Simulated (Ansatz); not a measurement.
CdTe:

```xyz
2
Lattice="0.0000 3.2050 3.2050 3.2050 0.0000 3.2050 3.2050 3.2050 0.0000" Properties=species:S:1:pos:R:3 pbc="T T T"
Te    4.8075    4.8075    4.8075
Cd    0.0000    0.0000    0.0000
```

Base run:

```yaml
Program: Ansatz 0.2.0
Functional: PBE
Potentials_or_basis: all-electron LAPW, scalar-relativistic
Cutoff: 260 eV (chosen from the basis error)
Basis_error_allowed: 0.001 eV/atom
k_mesh: 7 × 7 × 7
Occupations: fermi-dirac, width 0.05 eV
Spin: no spin polarisation
```

Its results: band gap on the k mesh 0.87 eV, direct; pressure 4.3 GPa.

Question: The run is repeated on the same cell with these changes: functional from PBE to LDA. What comes out?

Answer: Band gap on the k mesh 0.61 eV, direct; pressure 0.0 GPa.

LDA binds more tightly than PBE, so the same cell stands under less pressure.

Caveats: spin-orbit coupling is left out, which moves the levels of the heavy elements.
